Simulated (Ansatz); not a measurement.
## Ge under changes of volume

One of the cells (18.524 Å³/atom); the others are scaled copies at fixed shape and fractional positions:

```xyz
2
Lattice="-2.5745 2.5745 1.3974 2.5745 -2.5745 1.3974 2.5745 2.5745 -1.3974" Properties=species:S:1:pos:R:3 pbc="T T T"
Ge    0.0000    0.0000    1.3974
Ge    2.5745    0.0000    0.6987
```

This isn't the form of Ge at room conditions, which is diamond.

* Program: Ansatz 0.2.0
* Functional: PBE0
* Potentials or basis: Ansatz PAW
* Cutoff: 420 eV (not typed: the program's choice for these potentials)
* k mesh: 6 × 6 × 6
* Occupations: fermi-dirac, width 0.05 eV
* Spin: no spin polarisation

```tsv
volume (Å³/atom)	energy over the lowest point (meV/atom)	pressure (GPa)
17.413	17.07	5.5
17.783	?	?
18.154	1.35	1.5
18.524	0.00	-0.3
18.895	2.45	-1.8
19.265	8.31	-3.2
19.636	17.19	-4.4
```

Task: What does the run at 17.783 Å³/atom give?

Result: Energy over the lowest point 6.96 meV/atom; pressure 3.3 GPa.

Worked out: A Birch-Murnaghan fit of order 3 (a polynomial in V^(-2/3)) to the other rows has its minimum at 18.46 Å³/atom with B0 = V·E''(V) = 83 GPa and B' = 4.3 at fixed shape and positions, which overstates the stiffness. It gives 6.88 meV/atom at 17.783 Å³/atom, against the run's 6.96, and -dE/dV = 3.4 GPa, against 3.3.

Energies are extrapolated to zero smearing.

Caveats: all runs use coarse meshes; the PAW data sets come from PBE, with cores solved anew for the run's functional, which leaves a small shift of forces and pressure; the thresholds are loose for stress.
